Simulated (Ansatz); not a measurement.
Set up this calculation in Ansatz 0.2.0, as the native input.

```yaml
Task: projected density of states
Functional: BLYP
Dispersion: D3(BJ)
Potentials_or_basis: Ansatz PAW
Cutoff: "420 eV (not typed: the program's choice for these potentials)"
k_mesh: 8 × 8 × 8
Occupations: fixed
Spin: non-collinear spin, ferrimagnetic start
Starting_moments: "[[0.289, 0.289, 0.289], [-0.144, -0.144, -0.144]] μB"
```

The system is Si.

```
CELL_PARAMETERS angstrom
0.00000 2.75767 2.75767
2.75767 0.00000 2.75767
2.75767 2.75767 0.00000
ATOMIC_POSITIONS crystal
Si 0.50000 0.50000 0.50000
Si 0.75000 0.75000 0.75000
```

The cell isn't the ideal one: volume scaled by 1.04.

One way to write it, as run:

input.yaml

```yaml
crystal:
  lattice:
    - [0.0, 2.7576691254, 2.7576691254]
    - [2.7576691254, 0.0, 2.7576691254]
    - [2.7576691254, 2.7576691254, 0.0]
  atoms:
    - { symbol: Si, position: [0.5, 0.5, 0.5], spin: 0.501, spin_axis: [0.289, 0.289, 0.289] }
    - { symbol: Si, position: [0.75, 0.75, 0.75], spin: 0.249, spin_axis: [-0.144, -0.144, -0.144] }
hamiltonian:
  xc: blyp
  pseudopotentials: { kind: paw }
  dispersion: d3bj
magnetization:
  noncollinear: true
  spin_orbit: false
kpoints:
  mp_grid: { grid: [8, 8, 8] }
scf:
  occupations: { method: fixed }
  n_extra_bands: 6
output:
  forces: true
  stress: true
  eigenvalues: true
  dos: { projected: true, de: 0.05, nscf_kmesh: { grid: [12, 12, 12] } }
```

Potentials or basis: Ansatz PAW.

The run is started by

```bash
$ ansatz run input.yaml --threads 2 --pin off --max-ram 5120MiB --backend cpu --events-out ev --progress --plain --runs-dir out
```

Results of the run:

| Item | Value |
| --- | --- |
| Pressure | -4.0 GPa |
| Band gap on the k mesh | 0.89 eV, indirect (least direct gap 2.58 eV) |
| Net moment | 0.00 μB per cell |
| Absolute moment | 0.00 μB per cell |

Caveat: the PAW data sets come from PBE, with cores solved anew for the run's functional, which leaves a small shift of forces and pressure; the starting moments weren't kept.

Run time: 5.8 s on 2 threads of Arm Neoverse V2, with other jobs on the host, peak memory 0.33 GiB.
